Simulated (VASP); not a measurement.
Input of a VASP 6.6.1 run:

The input INCAR:

```
SYSTEM = Sn
PREC = Accurate ; ENCUT = 600
EDIFF = 1E-7 ; ISMEAR = 0
SIGMA = 0.03 ; LREAL = .FALSE.
LASPH = .TRUE. ; NELM = 80
ALGO = Normal ; ISIF = 3
LWAVE = .FALSE. ; LCHARG = .FALSE.
GGA = PS ; IBRION = 2
NSW = 90 ; EDIFFG = -0.005
KPAR = 8
```

File KPOINTS:

```
Automatic mesh
0
G
  10 10 10
  0 0 0
```

POSCAR

```
Sn                                      
1.0
    0.0000000000      3.2685833785      3.2685833785
    3.2685833785     -0.0000000000      3.2685833785
    3.2685833785      3.2685833785      0.0000000000
  Sn            
     2
Direct
     0.0000000000000000    0.0000000000000000    0.0000000000000000
     0.2500000000000000    0.2500000000000000    0.2500000000000000
```

Potentials or basis: VASP PAW PBE potentials, release 64 (Sn_d).

The run is started by

```sh
$ cat potpaw_PBE.64/Sn_d/POTCAR > POTCAR
$ mpirun -np 8 vasp_std > vasp.out
```

Problem. Predict the band gap on the k mesh.

Solution. None (metal or under the smearing width).

Final structure:
```
Sn
1.0
     0.00000    3.26858    3.26858
     3.26858    0.00000    3.26858
     3.26858    3.26858    0.00000
Sn
2
Direct
  0.00000 0.00000 0.00000
  0.25000 0.25000 0.25000
```

Caveat: the relaxation stopped at its first step, so nothing moved.
